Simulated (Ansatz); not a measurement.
# A series in temperature on Ge

Harmonic vibrational free energy, entropy and heat capacity at constant volume, per atom, from the force constants of a q mesh, imaginary modes left out; plane waves with PAW datasets, Gamma-centred k mesh. The results are calculated, by Ansatz 0.2.0.

Structure of every row (space group Cmmm, No. 65):
```
Ge
1.0
      3.4109    -7.0661     0.0000
      3.4109     7.0661     0.0000
      0.0000     0.0000     4.0694
Ge
8
Direct
  0.14848 0.48386 0.00000
  0.85152 0.51614 0.00000
  0.51614 0.85152 0.00000
  0.48386 0.14848 0.00000
  0.90444 0.72661 0.50000
  0.09556 0.27339 0.50000
  0.27339 0.09556 0.50000
  0.72661 0.90444 0.50000
```

Settings of every row: functional PBE; dispersion none; spin none; wave cutoff 420 eV; k mesh 6x6x10; occupations gaussian; smearing width 0.1 eV; pressure 0 GPa; phonon method linear response; q mesh 1x1x2.

Limits: a crossing between the sampled k points may be missed; coarse q mesh; image ties in doubt; phonon interpolation lacks dipole term; the cell comes from a prototype or a list of computed structures and needn't be the stable phase.

```csv
row,temperature (K),phonon heat capacity (kB/atom),phonon entropy (kB/atom),phonon free energy (meV/atom)
1,200,2.585,3.006,7.7
2,300,2.801,4.103,-23.2
3,400,2.885,4.922,-62.2
4,500,?,?,?
5,600,2.948,6.106,-157.9
6,700,2.961,6.561,-212.5
7,800,2.97,6.957,-270.8
8,900,2.976,7.307,-332.3
9,1000,2.981,7.621,-396.6
```

Question: what phonon heat capacity and phonon entropy should row 4 give?

Worked fit of phonon heat capacity. At high temperature a harmonic heat capacity falls short of its limit by a term in 1/T², so take t = (100 K / T)². The shown rows have t = 0.25, 0.11111, 0.0625, 0.02778, 0.02041, 0.01562, 0.01235, 0.01. Least squares give phonon heat capacity = 2.9994 − 1.8881 × t + 0.922 × t² kB/atom; a straight line predicts inner rows, each left out in turn, worse (root mean square 0.0054 against 0.00025 kB/atom). All shown rows lie on it to the printed digit. The constant, 2.9994 kB/atom, is to be held against the harmonic limit of 3 k_B an atom. The withheld row has t = 0.04, so the fit gives 2.9994 − 1.8881 × (0.04) + 0.922 × (0.04)² = 2.925 kB/atom.

The calculation gave 2.925 kB/atom. The fit meets it to the printed digit.

Worked fit of phonon entropy. Entropy rises as the heat capacity times the change of ln T, so take t = ln(T / 300 K). The shown rows have t = -0.4055, 0, 0.2877, 0.6931, 0.8473, 0.9808, 1.0986, 1.204. Least squares give phonon entropy = 4.1139 + 2.79049 × t + 0.10666 × t² kB/atom; a straight line predicts inner rows, each left out in turn, worse (root mean square 0.026 against 0.0087 kB/atom). The rows lie off it by 0.006, -0.011, -0.004, 0.007, 0.006, 0.004, -0.001, -0.007 (root mean square 0.0064 kB/atom), a smooth pattern that one more power would take up: the form is only approximate. The slope at t = 0, 2.79 kB/atom, estimates the heat capacity at 300 K. The withheld row has t = 0.5108, so the fit gives 4.1139 + 2.79049 × (0.5108) + 0.10666 × (0.5108)² = 5.567 kB/atom.

The calculation gave 5.57 kB/atom. The fit lies 0.003 kB/atom (0.065 % of the column's range) below it; its largest miss of a shown row is 0.011 kB/atom.

The other values of row 4: phonon free energy -107.5 meV/atom.
